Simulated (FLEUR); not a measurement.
# Nb (Fm-3m) in FLEUR: further runs

Aim: see how the results for Nb move with the level of theory and the settings. Levels: LDA, LDA (Perdew-Zunger)+U. Tasks: band structure.

Program: FLEUR MaX-R8.1 (later development tree). These are calculated values, not measurements. Logs are shortened: lines on timing, memory, paths and dates and some standing lists are left out, and cuts for length are marked.

### 1 The crystal as given

It takes space group Fm-3m (No. 225, cubic). Conventional cell: a = 4.230 Å, b = 4.230 Å, c = 4.230 Å, α = 90.00°, β = 90.00°, γ = 90.00°. Around Nb (site symmetry m-3m) lie 12 Nb at 2.99 Å.

This isn't the form of Nb at room conditions, which is bcc.

### 2 Band structure, LDA, spin-orbit coupling, no magnetisation

File inp.xml:

```xml
<?xml version="1.0" encoding="UTF-8" standalone="no"?>
<fleurInput fleurInputVersion="0.39">
   <comment>
      Nb                                                                                                  
   </comment>
   <calculationSetup>
      <cutoffs Kmax="3.8" Gmax="11.8" GmaxXC="11.8" numbands="all"/>
      <scfLoop itmax="60" minDistance="0.00001" maxIterBroyd="15" imix="Anderson" alpha="0.05" precondParam="0.0" spinf="2.0" sdNocoIR="T"/>
      <coreElectrons ctail="T" frcor="F" kcrel="0" coretail_lmax="0"/>
      <xcFunctional name="vwn" relativisticCorrections="F"/>
      <magnetism jspins="1"/>
      <soc l_soc="T" theta="0.0" phi="0.0" spav="F"/>
      <expertModes spex="0" secvar="F"/>
      <geometryOptimization l_f="F" forcealpha="1.0" forcemix="BFGS" epsdisp="0.00001" epsforce="0.00001"/>
      <ldaU l_linMix="F" mixParam="0.05" spinf="1.0"/>
   </calculationSetup>
   <cell>
      <bzIntegration valenceElectrons="13.0" mode="hist" fermiSmearingEnergy="0.00183747">
         <kPointListSelection listName="default-1"/>
         <!-- k-points included here -->
         <xi:include xmlns:xi="http://www.w3.org/2001/XInclude" href="kpts.xml"> </xi:include>
      </bzIntegration>
      <!-- symmetry operations included here -->
      <xi:include xmlns:xi="http://www.w3.org/2001/XInclude" href="sym.xml"> </xi:include>
      <bulkLattice scale="1.0">
         <bravaisMatrix>
            <row-1>    0.0000000000000000     3.9967707535290002     3.9967707535290002</row-1>
            <row-2>    3.9967707535290002     0.0000000000000000     3.9967707535290002</row-2>
            <row-3>    3.9967707535290002     3.9967707535290002     0.0000000000000000</row-3>
         </bravaisMatrix>
      </bulkLattice>
   </cell>
   <atomSpecies>
      <species name="Niobium (Nb)" element="Nb" atomicNumber="41">
         <mtSphere radius="2.62" gridPoints="867" logIncrement="0.015"/>
         <atomicCutoffs lmax="10" lnonsphr="8"/>
         <electronConfig flipSpins="F">
            <coreConfig>(1s1/2) (2s1/2) (2p1/2) (2p3/2) (3s1/2) (3p1/2) (3p3/2) (3d3/2) (3d5/2)</coreConfig>
            <valenceConfig>(4s1/2) (4p1/2) (4p3/2) (5s1/2) (4d3/2) (4d5/2)</valenceConfig>
            <stateOccupation state="(5s1/2)" spinUp="0.500000" spinDown="0.500000"/>
            <stateOccupation state="(4d3/2)" spinUp="0.800000" spinDown="0.800000"/>
            <stateOccupation state="(4d5/2)" spinUp="1.200000" spinDown="1.200000"/>
         </electronConfig>
         <energyParameters s="5" p="5" d="4" f="4"/>
         <lo type="SCLO" l="0" n="4" eDeriv="0"/>
         <lo type="SCLO" l="1" n="4" eDeriv="0"/>
         <lo type="SCLO" l="1" n="4" eDeriv="1"/>
         <lo type="SCLO" l="2" n="4" eDeriv="2"/>
         <lo type="SCLO" l="3" n="4" eDeriv="2"/>
      </species>
   </atomSpecies>
   <atomGroups>
      <atomGroup species="Niobium (Nb)">
         <relPos label="                   1">.0000000000 .0000000000 .0000000000</relPos>
         <force calculate="T" relaxXYZ="TTT"/>
      </atomGroup>
   </atomGroups>
   <output dos="F" band="F" slice="F">
      <checks vchk="F" cdinf="F"/>
      <bandDOS minEnergy="-.5*Htr" maxEnergy="0.5*Htr" sigma="0.015" storeEVData="T"/>
      <vacuumDOS vacdos="F" integ="F" star="F" nstars="0" locx1="0.0" locy1="0.0" locx2="0.0" locy2="0.0" nstm="0" tworkf="0.0"/>
      <unfoldingBand unfoldBand="F" supercellX="1" supercellY="1" supercellZ="1"/>
      <plotting iplot="0" polar="F">
         <plot TwoD="T" vec1="  1.0  0.0  0.0" vec2="  0.0  1.0  0.0" vec3="  0.0  0.0  1.0" zero="  0.0  0.0  0.0" file="plot"/>
      </plotting>
      <chargeDensitySlicing numkpt="0" minEigenval="0.0" maxEigenval="0.0" nnne="0" pallst="F"/>
      <specialOutput eonly="F"/>
      <moessbauerParams electricFieldGradient="T" isomerShift="T" coreHyperfine="T" valenceHyperfine="T"/>
      <magneticCircularDichroism mcd="F" energyLo="-10.0" energyUp="0.0"/>
   </output>
  <!-- We include the file relax.xml here to enable relaxations (see documentation) -->
  <xi:include xmlns:xi="http://www.w3.org/2001/XInclude" href="relax.xml"> <xi:fallback/> </xi:include>
</fleurInput>
```

File crystal.txt:

```
Nb
&input cartesian=F /
0.0000000000  2.1150000000  2.1150000000
2.1150000000  0.0000000000  2.1150000000
2.1150000000  2.1150000000  0.0000000000
1.8897261246
1.0 1.0 1.0

1
41 0.0000000000  0.0000000000  0.0000000000

&soc 0.0 0.0 /
&kpt div1=7 div2=7 div3=7 gamma=T /
```

File inp.xml (bands):

```
<?xml version="1.0" encoding="UTF-8" standalone="no"?>
<fleurInput fleurInputVersion="0.39">
   <comment>
      Nb                                                                                                  
   </comment>
   <calculationSetup>
      <cutoffs Kmax="3.8" Gmax="11.8" GmaxXC="11.8" numbands="all"/>
      <scfLoop itmax="60" minDistance="0.00001" maxIterBroyd="15" imix="Anderson" alpha="0.05" precondParam="0.0" spinf="2.0" sdNocoIR="T"/>
      <coreElectrons ctail="T" frcor="F" kcrel="0" coretail_lmax="0"/>
      <xcFunctional name="vwn" relativisticCorrections="F"/>
      <magnetism jspins="1"/>
      <soc l_soc="T" theta="0.0" phi="0.0" spav="F"/>
      <expertModes spex="0" secvar="F"/>
      <geometryOptimization l_f="F" forcealpha="1.0" forcemix="BFGS" epsdisp="0.00001" epsforce="0.00001"/>
      <ldaU l_linMix="F" mixParam="0.05" spinf="1.0"/>
   </calculationSetup>
   <cell>
      <bzIntegration valenceElectrons="13.0" mode="hist" fermiSmearingEnergy="0.00183747">
         <kPointListSelection listName="path-1"/>
         <!-- k-points included here -->
         <xi:include xmlns:xi="http://www.w3.org/2001/XInclude" href="kpts.xml"> </xi:include>
      </bzIntegration>
      <!-- symmetry operations included here -->
      <xi:include xmlns:xi="http://www.w3.org/2001/XInclude" href="sym.xml"> </xi:include>
      <bulkLattice scale="1.0">
         <bravaisMatrix>
            <row-1>    0.0000000000000000     3.9967707535290002     3.9967707535290002</row-1>
            <row-2>    3.9967707535290002     0.0000000000000000     3.9967707535290002</row-2>
            <row-3>    3.9967707535290002     3.9967707535290002     0.0000000000000000</row-3>
         </bravaisMatrix>
      </bulkLattice>
   </cell>
   <atomSpecies>
      <species name="Niobium (Nb)" element="Nb" atomicNumber="41">
         <mtSphere radius="2.62" gridPoints="867" logIncrement="0.015"/>
         <atomicCutoffs lmax="10" lnonsphr="8"/>
         <electronConfig flipSpins="F">
            <coreConfig>(1s1/2) (2s1/2) (2p1/2) (2p3/2) (3s1/2) (3p1/2) (3p3/2) (3d3/2) (3d5/2)</coreConfig>
            <valenceConfig>(4s1/2) (4p1/2) (4p3/2) (5s1/2) (4d3/2) (4d5/2)</valenceConfig>
            <stateOccupation state="(5s1/2)" spinUp="0.500000" spinDown="0.500000"/>
            <stateOccupation state="(4d3/2)" spinUp="0.800000" spinDown="0.800000"/>
            <stateOccupation state="(4d5/2)" spinUp="1.200000" spinDown="1.200000"/>
         </electronConfig>
         <energyParameters s="5" p="5" d="4" f="4"/>
         <lo type="SCLO" l="0" n="4" eDeriv="0"/>
         <lo type="SCLO" l="1" n="4" eDeriv="0"/>
         <lo type="SCLO" l="1" n="4" eDeriv="1"/>
         <lo type="SCLO" l="2" n="4" eDeriv="2"/>
         <lo type="SCLO" l="3" n="4" eDeriv="2"/>
      </species>
   </atomSpecies>
   <atomGroups>
      <atomGroup species="Niobium (Nb)">
         <relPos label="                   1">.0000000000 .0000000000 .0000000000</relPos>
         <force calculate="T" relaxXYZ="TTT"/>
      </atomGroup>
   </atomGroups>
   <output dos="F" band="T" slice="F">
      <checks vchk="F" cdinf="F"/>
      <bandDOS minEnergy="-.5*Htr" maxEnergy="0.5*Htr" sigma="0.015" storeEVData="T"/>
      <vacuumDOS vacdos="F" integ="F" star="F" nstars="0" locx1="0.0" locy1="0.0" locx2="0.0" locy2="0.0" nstm="0" tworkf="0.0"/>
      <unfoldingBand unfoldBand="F" supercellX="1" supercellY="1" supercellZ="1"/>
      <plotting iplot="0" polar="F">
         <plot TwoD="T" vec1="  1.0  0.0  0.0" vec2="  0.0  1.0  0.0" vec3="  0.0  0.0  1.0" zero="  0.0  0.0  0.0" file="plot"/>
      </plotting>
      <chargeDensitySlicing numkpt="0" minEigenval="0.0" maxEigenval="0.0" nnne="0" pallst="F"/>
      <specialOutput eonly="F"/>
      <moessbauerParams electricFieldGradient="T" isomerShift="T" coreHyperfine="T" valenceHyperfine="T"/>
      <magneticCircularDichroism mcd="F" energyLo="-10.0" energyUp="0.0"/>
   </output>
  <!-- We include the file relax.xml here to enable relaxations (see documentation) -->
  <xi:include xmlns:xi="http://www.w3.org/2001/XInclude" href="relax.xml"> <xi:fallback/> </xi:include>
</fleurInput>
```

Potentials or basis: all-electron, FLAPW.

Started as:

```sh
$ inpgen -f crystal.txt -profile fastHighL
$ # inp.xml edited to the form shown
$ fleur_MPI
$ fleur_MPI   # second run, on inp.xml (bands)
```

Standard output:

```text
Welcome to FLEUR        (www.flapw.de)
      MaX-Release 8.1          (www.max-centre.eu)

 ========== k-point set info ==========
 Selected k-point list: default-1
 k-point list type: mesh
 7 x 7 x 7
 Number of k points: 52

 ------------Calculation Setup---------------------------
 Number of MPI-tasks      :            1
 Number of PE/node        :            1
 Number of OMP-threads    :            1
 Most efficient MPI parallelization for:
           1           2           4          13          26          52
 Additional eigenvalue parallelization possible
 Number of basis functions:          160
 Approximate size of matrices (H+S) per k-point:         0.000 GB
 --------------------------------------------------------
 Iteration:     1   Distance:      12.34268107 me/bohr^3
 Iteration:     2   Distance:      11.29155086 me/bohr^3
 Iteration:     3   Distance:       4.17191193 me/bohr^3
 Iteration:     4   Distance:       2.20602438 me/bohr^3
 Iteration:     5   Distance:       1.63384786 me/bohr^3
 Iteration:     6   Distance:       0.16659557 me/bohr^3
 Iteration:     7   Distance:       0.12086064 me/bohr^3
 Iteration:     8   Distance:       0.00876144 me/bohr^3
 Iteration:     9   Distance:       0.00457366 me/bohr^3
 Iteration:    10   Distance:       0.00051481 me/bohr^3
 Iteration:    11   Distance:       0.00032589 me/bohr^3
 Iteration:    12   Distance:       0.00001615 me/bohr^3
 Iteration:    13   Distance:       0.00000035 me/bohr^3

 ********************************************************************
 Run finished successfully
 Stop message:
   all done
 ********************************************************************
```

output (bands):

```text
Welcome to FLEUR        (www.flapw.de)
      MaX-Release 8.1          (www.max-centre.eu)

 ========== k-point set info ==========
 Selected k-point list: path-1
 k-point list type: path
 Number of k points: 60

 ------------Calculation Setup---------------------------
 Number of MPI-tasks      :            1
 Number of PE/node        :            1
 Number of OMP-threads    :            1
 Most efficient MPI parallelization for:
           1           2           3           4           5           6          10          12          15          20          30          60
 Additional eigenvalue parallelization possible
 Number of basis functions:          160
 Approximate size of matrices (H+S) per k-point:         0.000 GB
 --------------------------------------------------------
 Fermi energy correction for metals:
 Fermi energy in bands.* files may not be consistent with last density.
 Please correct it manually (e.g. in band.gnu file).

 Note: Band structure data (together with different weights) is also stored in the banddos.hdf file.
       A convenient way of extracting and plotting the data from that file is by making use of the

 ********************************************************************
 Run finished successfully
 Stop message:
   Charge density postprocessing done.
 ********************************************************************
```

out.xml (last iteration):

```text
<iteration numberForCurrentRun="   13" overallNumber="   13">
         <energyParameters units="Htr">
            <atomicEP atomType="1" spin="1" branch="5s" branchLowest="-1.53" branchHighest="2.05" value="0.3207638579"/>
            <atomicEP atomType="1" spin="1" branch="5p" branchLowest="-0.62" branchHighest="2.67" value="0.4371857535"/>
            <atomicEP atomType="1" spin="1" branch="4d" branchLowest="-6.64" branchHighest="0.79" value="0.4245319325"/>
            <atomicEP atomType="1" spin="1" branch="4f" branchLowest="-9.99" branchHighest="2.20" value="0.6992443603"/>
            <loAtomicEP atomType="1" spin="1" branch="4s" branchLowest="-15.50" branchHighest="-1.53" value="-1.5599927346"/>
            <loAtomicEP atomType="1" spin="1" branch="4p" branchLowest="-12.14" branchHighest="-0.62" value="-0.6849744439"/>
            <loAtomicEP atomType="1" spin="1" branch="4p" branchLowest="-12.14" branchHighest="-0.62" value="-0.6849744439"/>
            <loAtomicEP atomType="1" spin="1" branch="4d" branchLowest="-6.64" branchHighest="0.79" value="0.4231871696"/>
            <loAtomicEP atomType="1" spin="1" branch="4f" branchLowest="-9.99" branchHighest="2.20" value="0.6992465827"/>
         </energyParameters>
         <eigenvalues>
            <eigenvaluesAt spin="1" ikpt="1" k_x="0.00000000" k_y="0.00000000" k_z="0.00000000">
                      -1.5669441934       -1.5669441934       -0.7187243819       -0.7187243819       -0.6389922265
                      -0.6389922265       -0.6389922265       -0.6389922265        0.2133749812        0.2133749812
                       0.4424489719        0.4424489719        0.4424489722        0.4424489722        0.4464317616
                       0.4464317616        0.5376063455        0.5376063455        0.5376063461        0.5376063461
                       0.8744116285        0.8744116285        1.0423400929        1.0423400929        1.0453075111
                       1.0453075111        1.0453075131        1.0453075131        1.2199914578        1.2199914578
[... 44 lines left out ...]
                       8.3354767775        8.3354767775        8.5535669932        8.5535669932        8.5535670382
                       8.5535670382       10.5693325484       10.5693325484       13.3692200888       13.3692200888
                      13.3811014709       13.3811014709       13.3811014748       13.3811014748
            </eigenvaluesAt>
            <eigenvaluesAt spin="1" ikpt="2" k_x="0.00000000" k_y="0.00000000" k_z="0.14285714">
                      -1.5656531738       -1.5656531738       -0.7220190059       -0.7220190059       -0.6453142060
                      -0.6453142060       -0.6401252679       -0.6401252679        0.2396100230        0.2396100230
[... 193 lines left out ...]
         </coreStates>
         <allElectronCharges>
            <spinDependentCharge spin="1" total="41.0000000" interstitial="1.6766123" mtSpheres="39.3233877"/>
            <totalCharge value="40.9999999986"/>
         </allElectronCharges>
         <moessbauerParams unitsHFF="kG" unitsIS="e/bohr^3" unitsEFG="Htr/bohr^2">
            <coreIsomerShift atomType="1" isTotal="82759.88867">
               <shell n="1" l="0" isomerShift="73226.40115"/>
               <shell n="2" l="0" isomerShift="7981.96523"/>
               <shell n="2" l="1" isomerShift="122.63067"/>
               <shell n="3" l="0" isomerShift="1406.17286"/>
               <shell n="3" l="1" isomerShift="22.71875"/>
               <shell n="3" l="2" isomerShift="0.00000"/>
            </coreIsomerShift>
            <isomerShift atomType="1" nucleusRadius="0.0001070" averageDensity="83008.25755"/>
            <electricFieldGradient atomType="1" VXX="0.00000" VYY="0.00000" VZZ="0.00000" asymParam="0.00000">
            </electricFieldGradient>
         </moessbauerParams>
         <totalEnergy                                    value="    -3816.4534023671" units="Htr">
            <sumOfEigenvalues                            value="    -2260.4220079030">
               <coreElectrons value="-2255.0350883574"/>
               <valenceElectrons value="-5.3869195456"/>
            </sumOfEigenvalues>
            <densityCoulombPotentialIntegral value="-6056.9871745472"/>
            <densityEffectivePotentialIntegral value="-6209.4057881914"/>
            <chargeDenXCDenIntegral value="-114.9958731020"/>
            <FockExchangeEnergyValence value="0.0000000000"/>
            <FockExchangeEnergyCore value="0.0000000000"/>
            <atomTypeDependentContributions atomType="1">
               <electronNucleiInteractionDifferentMTs value="4600.5306603235"/>
               <MadelungTerm value="-21.4170619565"/>
            </atomTypeDependentContributions>
            <tkbTimesEntropy value="0.0003122917"/>
            <freeEnergy value="-3816.4537146588"/>
            <extrapolationTo0K value="-3816.4535585129"/>
         </totalEnergy>
         <densityConvergence units="me/bohr^3">
            <chargeDensity spin="1" distance="0.0000003494"/>
         </densityConvergence>
      </iteration>
```

Wall time 3.8 min (1 thread of AMD EPYC 7R43 (Zen 3), shared host); peak memory 0.09 GiB.

What came out:

```
Free energy                                           : -103850.9961 eV
Band gap along the path                               : none (metal or under the smearing width)
Valence electrons inside the program's atomic spheres : Nb 11.32 (radii Nb 2.62 bohr)
```

Levels at the corners of the path, in eV from the Fermi level:
| point | band 10 | band 11 | band 12 | band 13 | band 14 | band 15 |
| --- | --- | --- | --- | --- | --- | --- |
| Γ | -6.24 | 0.00 | 0.00 | 0.00 | 0.00 | 0.11 |
| X | -4.07 | -3.34 | -3.34 | 3.51 | 3.51 | 4.51 |
| W | -2.67 | -1.18 | -1.18 | -1.12 | -1.12 | 1.78 |
| K | -3.13 | -2.24 | -2.24 | 0.52 | 0.52 | 2.66 |
| Γ | -6.24 | 0.00 | 0.00 | 0.00 | 0.00 | 0.11 |
| L | -3.86 | -0.22 | -0.22 | -0.10 | -0.10 | 1.35 |
| U | -3.13 | -2.24 | -2.24 | 0.52 | 0.52 | 2.66 |
| W | -2.67 | -1.18 | -1.18 | -1.12 | -1.12 | 1.78 |
| L | -3.86 | -0.22 | -0.22 | -0.10 | -0.10 | 1.35 |
| K | -3.13 | -2.24 | -2.24 | 0.52 | 0.52 | 2.66 |
| U | -3.13 | -2.24 | -2.24 | 0.52 | 0.52 | 2.66 |
| X | -4.07 | -3.34 | -3.34 | 3.51 | 3.51 | 4.51 |

Core levels (eV from the Fermi level):
```
atom                                                                                                                             levels
1 Nb  1s1/2 -18769.3, 2s1/2 -2622.4, 2p1/2 -2408.0, 2p3/2 -2312.4, 3s1/2 -433.8, 3p1/2 -353.1, 3p3/2 -337.6, 3d3/2 -194.4, 3d5/2 -191.5
```

Caveat: the k mesh is coarse (spacing up to 0.37 Å⁻¹), so the values aren't converged.

(Part 1 of 2 ends here.)
